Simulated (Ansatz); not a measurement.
# CdS: relaxation of cell and atoms with B3LYP

Crystal: CdS.

```
Cd S
1.0
     4.26117    0.00000    0.00000
    -2.13058    3.69028    0.00000
     0.00000    0.00000    5.80417
Cd S
1 1
Direct
  0.00000 0.00000 0.44269
  0.66667 0.33333 0.43431
```

Measurements of this composition are mostly on another form, of space group No. 186.

- Program: Ansatz 0.2.0
- Task: relaxation of cell and atoms
- Functional: B3LYP
- Potentials or basis: Ansatz PAW
- Cutoff: 420 eV (not typed: the program's choice for these potentials)
- k mesh: 4 × 4 × 3
- Occupations: fermi-dirac, width 0.05 eV
- Spin: no spin polarisation

```yaml
Relaxed_volume: 51.56 Å³/atom
Relaxed_cell: a = 4.278 Å, b = 4.278 Å, c = 6.507 Å, α = 90.00°, β = 90.00°, γ = 120.00°
Space_group_after_relaxing_to_0.05_Å: P-6m2 (No. 187)
Energy_gained_by_relaxing: 3.1 meV/atom
Ionic_steps: 9
Pressure_after_relaxing: 0.0 GPa
Band_gap_on_the_k_mesh: 2.73 eV, direct
```

The path:
| step | energy change (eV) | largest force (eV/Å) | volume (Å³) |
| --- | --- | --- | --- |
| 1 | 0.0000 | 0.0050 | 91.27 |
| 2 | -0.0009 | 0.0069 | 92.13 |
| 3 | -0.0011 | 0.0065 | 92.69 |
| 4 | -0.0021 | 0.0016 | 95.25 |
| 5 | -0.0032 | 0.0060 | 99.80 |
| 6 | -0.0028 | 0.0067 | 104.25 |
| 7 | -0.0034 | 0.0021 | 102.59 |
| 8 | -0.0033 | 0.0008 | 103.12 |
| 9 | -0.0061 | 0.0006 | 103.12 |

Final structure:
```xyz
2
Lattice="4.2776 0.0000 0.0000 -2.1388 3.7045 0.0000 0.0000 0.0000 6.5072" Properties=species:S:1:pos:R:3 pbc="T T T"
Cd    0.0000    0.0000    2.8520
S     2.1388    1.2348    2.8549
```

Levels at points of the mesh, in eV from the valence-band top:
| k point | band 11 | band 12 | band 13 | band 14 | band 15 | band 16 |
| --- | --- | --- | --- | --- | --- | --- |
| (0.00, 0.00, 0.00) | -1.25 | 0.00 | 0.00 | 2.73 | 6.55 | 7.80 |
| (0.00, -0.50, 0.00) | -3.75 | -1.33 | -0.30 | 5.07 | 6.15 | 8.05 |

Run time: 57 s on 1 × NVIDIA H100 80GB HBM3 with 2 threads of AMD EPYC 7R13 Processor (Zen 3) (shared host), peak memory 1.8 GiB.

Caveat: the k mesh is coarse (spacing up to 0.43 Å⁻¹), so the values aren't converged, least of all with exact exchange; odd divisions of the mesh miss points on the zone boundary, where band edges often lie, so the gap on the mesh can be too wide; the plane-wave basis is chosen anew once the cell has moved, so the energies of steps on either side of that aren't comparable; the PAW data sets come from PBE, with cores solved anew for the run's functional, which leaves a small shift of forces and pressure. A k mesh can miss the band edges.
